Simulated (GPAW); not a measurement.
# O K-edge XANES of wurtzite (ZnO)₁₋ₓ(CdO)ₓ at x = 0, part 3 of 3

Aim: the O K edge in wurtzite (ZnO)₁₋ₓ(CdO)ₓ at x = 0, one member of a composition series.

GPAW 26.7.0; X-ray absorption from dipole matrix elements to empty bands, plane-wave PAW PBE.

So far. Step 5 (Spectrum with XCH, O atom 2): Main maxima below 24 eV (height): 7.1 eV (3.05) and 12.5 eV (1.02). A K edge sees empty p states on the absorber. Step 5 (Spectrum with XCH, O atom 2): The total-energy difference is 539.11 eV. One term is added: -8.91 eV, since the hole is spin-paired here and a spin-polarised one costs that much less in the free atom (computed apart). The photon energy is then 530.20 eV. The functional leaves an error of a few eV in such absolute values.

**7. Spectrum with XCH, Zn atom 1**

The holes are 5.2 Å apart. The excited electron is kept in the cell, where it fills the lowest empty states and screens the hole. After the field has converged, empty bands are computed with the density fixed and the dipole matrix elements are summed.

The absorber has 4 O at 1.97 Å (tetrahedral).

File xas.py:

```python
import numpy as np
from ase import Atoms
from ase.parallel import parprint, paropen
from gpaw import GPAW, PW, FermiDirac, Mixer, MixerDif, setup_paths
from gpaw.test import gen
setup_paths.insert(0, '.')
gen('Zn', name='fch1s', xcname='PBE', corehole=(1, 0, 1), write_xml=True)
from gpaw.mpi import world
world.barrier()

atoms = Atoms('ZnOZnOZnOZnOZnOZnOZnOZnO',
    cell=[[6.5, 0, 0],
     [0, 5.629165, 0],
     [0, 0, 5.207]],
    scaled_positions=[[0, 0.9999604, 0.0006587],
     [0, 0.3331747, 0.1192556],
     [0, 0.3333725, 0.5005398],
     [0, 0.0001613, 0.6198891],
     [0.2499968, 0.4999889, 0.0006385],
     [0.2500762, 0.8331786, 0.1192559],
     [0.2499969, 0.8333443, 0.50052],
     [0.2500795, 0.5001571, 0.619885],
     [0.5, 0.0000169, 0.0006187],
     [0.5, 0.3331821, 0.1192526],
     [0.5, 0.3333162, 0.5005003],
     [0.5, 0.0001537, 0.6198796],
     [0.7500032, 0.4999889, 0.0006385],
     [0.7499238, 0.8331786, 0.1192559],
     [0.7500031, 0.8333443, 0.50052],
     [0.7499205, 0.5001571, 0.619885]],
    pbc=True)
atoms.calc = calc = GPAW(legacy_gpaw=True, mode=PW(500, force_complex_dtype=True), xc='PBE', setups={0: 'fch1s'},
    kpts={'size': (3, 3, 3), 'gamma': True}, occupations=FermiDirac(0.04),
    charge=-1, mixer=Mixer(0.1, 5, 50), maxiter=150,
    convergence={'density': 0.0001, 'eigenstates': 1e-6}, txt='scf.txt')
energy = atoms.get_potential_energy() + calc.get_reference_energy()
ef = calc.get_fermi_level()
out = dict(energy=energy, fermi=ef, forces=atoms.get_forces().tolist())
parprint(f'all-electron energy {energy:.4f} eV, Fermi level {ef:.4f} eV')
ev = np.array([[calc.get_eigenvalues(k, s) for k in range(len(calc.get_ibz_k_points()))] for s in range(calc.get_number_of_spins())])
out['homo'], out['lumo'], out['counts'] = ev[ev < ef].max(), ev[ev > ef].min(), sorted(set((ev < ef).sum((0, 2)).tolist()))
out['filled'] = (ev[:, 0] < ef).sum(1).tolist()

from ase.units import Ha
from gpaw.xas import dipole_matrix_elements
nb = int(calc.get_number_of_electrons() / 2) + 99
top, nb = nb, nb + 8 + nb // 12
nscf = calc.fixed_density(kpts={'size': (4, 4, 4), 'gamma': True}, nbands=nb,
    convergence={'bands': top, 'eigenstates': 5e-3}, maxiter=60, txt='nscf.txt')
cell = atoms.cell.array
ops = [cell.T @ U.T @ np.linalg.inv(cell.T) for U in nscf.wfs.kd.symmetry.op_scc]
filled = [72]  # bands filled in the ground state, by spin
E = np.arange(-6, 30, 0.1)
fwhm = np.interp(E, [4, 25], [1.67, 3.5])
Y, X, zero, highest = 0, 0, 1e9, 1e9
for spin in range(nscf.get_number_of_spins()):
    wfs = nscf.wfs
    mine = wfs.bd.get_slice()  # this rank's bands
    A = dipole_matrix_elements(wfs.setups[0])
    eps = np.zeros((wfs.kd.nibzkpts, nb))
    d = np.zeros((3, A.shape[1], wfs.kd.nibzkpts, nb), complex)
    for kpt in wfs.kpt_u:
        if kpt.s == spin and 0 in kpt.P_ani:
            eps[kpt.k, mine] = kpt.eps_n * Ha
            d[:, :, kpt.k, mine] = (kpt.weight * wfs.nspins / 2) ** 0.5 * np.inner(A, kpt.P_ani[0])
    world.sum(eps)
    world.sum(d)
    T = np.einsum('amkn,bmkn->abkn', d, d.conj()).real
    T = sum(np.einsum('ai,ijkn,bj->abkn', R, T, R) for R in ops) / len(ops)
    empty = np.ones_like(eps, bool) & (np.arange(nb) >= filled[spin])
    zero, highest = min(zero, eps[empty].min()), min(highest, eps[:, top - 1].min())
    lines = [(eps, T, empty)] if spin == 0 else lines + [(eps, T, empty)]
for eps, T, empty in lines:
    f = np.einsum('aakn->akn', T).reshape(3, -1)
    x = eps.ravel() - zero
    w = np.interp(x, E, fwhm) / 2.35482
    g = np.exp(-0.5 * ((E[:, None] - x) / w) ** 2) / (w * (2 * np.pi) ** 0.5)
    Y = Y + (f * empty.ravel()) @ g.T
    X = X + (f * ~empty.ravel()) @ g.T
out.update(E=E.round(2).tolist(), xas=Y.tolist(), xes=X.tolist(), zero=zero, valid=highest - zero, nk=len(eps), nb=nb)
for i in range(0, len(E), 10):
    parprint(f'{E[i]:7.2f}', *(f'{v:10.3e}' for v in Y[:, i]))
import json
with paropen('out.json', 'w') as f:
    json.dump(out, f)
```

Started as:

```sh
$ OMP_NUM_THREADS=1 mpirun -n 4 gpaw python xas.py
```

Numbers of over 12 decimals in the logs are rounded to 6 here.

What it wrote:

```text
Input parameters:
  charge: -1
  convergence: {density: 0.0001,
                eigenstates: 1e-06}
  kpts: {gamma: True,
         size: (3, 3, 3)}
  maxiter: 150
  mixer: {backend: pulay,
          beta: 0.1,
          method: separate,
          nmaxold: 5,
          weight: 50}
  mode: {ecut: 500.0,
         force_complex_dtype: True,
         name: pw}
  occupations: {fixmagmom: False,
[...]
*d    :    -0.022506
--------------------------------

Diagonalizing with gridspacing h=0.050

state   all-electron     PAW
-------------------------------
4s:      -0.591866    -0.592148
4p:      -0.335189    -0.335391
3d:      -1.022506    -1.022962
*f:                   -0.019081
-------------------------------
all-electron energy -397596.4854 eV, Fermi level 6.7950 eV
[...]
28.00  1.221e-07  1.248e-07  1.411e-07
  29.00  1.214e-07  1.274e-07  1.448e-07
[key lines of the parts left out:]
Converged after 13 iterations.
Dipole moment: (-0.000000, 3.790232, -6.053661) |e|*Ang
Free energy:    -77.831631
Fermi level: 6.79503
```

The job ended after 2.1 min (4 MPI ranks of Intel Xeon Platinum 8488C (Sapphire Rapids), shared host; peak memory 0.5 GiB).

The Zn K spectrum, Zn atom 1, excited-electron core hole (neutral cell) (energy from the bottom of the conduction band, which holds the excited electron; intensity scaled to a mean of 1 over the first 20 eV; polarised curves are means over the symmetry-equivalent atoms):

| E (eV) | isotropic | ε ⊥ c | ε ∥ c |
| --- | --- | --- | --- |
| -2.0 | 0.00 | 0.00 | 0.00 |
| -1.0 | 0.00 | 0.00 | 0.00 |
| 0.0 | 0.00 | 0.00 | 0.00 |
| 1.0 | 0.01 | 0.01 | 0.01 |
| 2.0 | 0.04 | 0.03 | 0.05 |
| 3.0 | 0.14 | 0.14 | 0.15 |
| 4.0 | 0.46 | 0.47 | 0.45 |
| 5.0 | 0.84 | 0.84 | 0.84 |
| 6.0 | 1.07 | 1.07 | 1.08 |
| 7.0 | 1.25 | 1.11 | 1.54 |
| 8.0 | 1.29 | 1.05 | 1.77 |
| 9.0 | 1.47 | 1.24 | 1.92 |
| 10.0 | 1.93 | 2.02 | 1.75 |
| 11.0 | 2.26 | 2.76 | 1.27 |
| 12.0 | 2.06 | 2.53 | 1.11 |
| 13.0 | 1.52 | 1.62 | 1.32 |
| 14.0 | 1.17 | 0.97 | 1.58 |
| 15.0 | 0.93 | 0.70 | 1.40 |
| 16.0 | 0.72 | 0.59 | 0.99 |
| 17.0 | 0.64 | 0.57 | 0.77 |
| 18.0 | 0.70 | 0.65 | 0.79 |
| 19.0 | 0.87 | 0.82 | 0.98 |
| 20.0 | 1.09 | 1.02 | 1.24 |
| 21.0 | 1.23 | 1.18 | 1.34 |
| 22.0 | 1.22 | 1.24 | 1.19 |
| 23.0 | 1.12 | 1.21 | 0.94 |
| 24.0 | 1.02 | 1.14 | 0.76 |
| 25.0 | 0.94 | 1.06 | 0.70 |
| 26.0 | 0.87 | 0.94 | 0.72 |
| 27.0 | 0.82 | 0.83 | 0.80 |
| 28.0 | 0.80 | 0.77 | 0.87 |
| 29.0 | 0.81 | 0.77 | 0.90 |

Main maxima below 29 eV (height): 11.2 eV (2.27) and 21.4 eV (1.24). 

The total-energy difference is 9691.43 eV. One term is added: -30.96 eV, since the hole is spin-paired here and a spin-polarised one costs that much less in the free atom (computed apart). The photon energy is then 9660.47 eV. The tabulated edge of the element is 9659 eV. The functional leaves an error of a few eV in such absolute values.

**8. Outcome**

```json
{"absorber and edge": "O K, atom 2 of the ground-state input (counted from 1)", "surroundings": "3 Zn at 1.97 Å and 1 Zn at 1.99 Å (tetrahedral)", "highest intensity below 16 eV": "7.1 eV above the zero, height 3.05", "photon energy of the zero, with the added terms": "530.2 eV (raw 539.1 eV; uncertain by a few eV)"}
```

**Reading.** The O K edge of atom 2, with 3 Zn at 1.97 Å and 1 Zn at 1.99 Å (tetrahedral), has its highest intensity of the first 16 eV at 7.1 eV above the zero, near 537 eV in photon energy (uncertain by a few eV), 3.0 times the mean level of the first 20 eV (Gaussian full width 0.9 eV up to 4 eV, rising linearly to 3.5 eV at 25 eV). At the O K edge of atom 2 polarisation matters most near 7.2 eV, where the curves differ by 1.3 on this scale. The holes are only 5.2 Å apart, so the shape is probably not converged with cell size; no larger cell was run here. The mesh is coarse (0.30 Å⁻¹ between points), so small maxima may be mesh ripples.

[Banner, clock and machine lines of the logs are left out without a mark of their own.]

[Logs are printed without paths, hosts, clocks, repeated set-up lines and the standing remarks that a program may print on its own settings, such as how far it seeks lower states.]

[Hosts, paths, dates, database ids (printed as entryN), source tags and the programs' standing remarks are cut or masked in the printed files.]

[Lists of maxima count a maximum above −3 eV only where it reaches 4 % of the highest in the window and stands out from its surroundings by 2 % of it (1.5 % where it reaches 55 %); shoulders and weaker maxima are passed over, and of the rest the first, up to two pre-edge ones and the few strongest are named.]
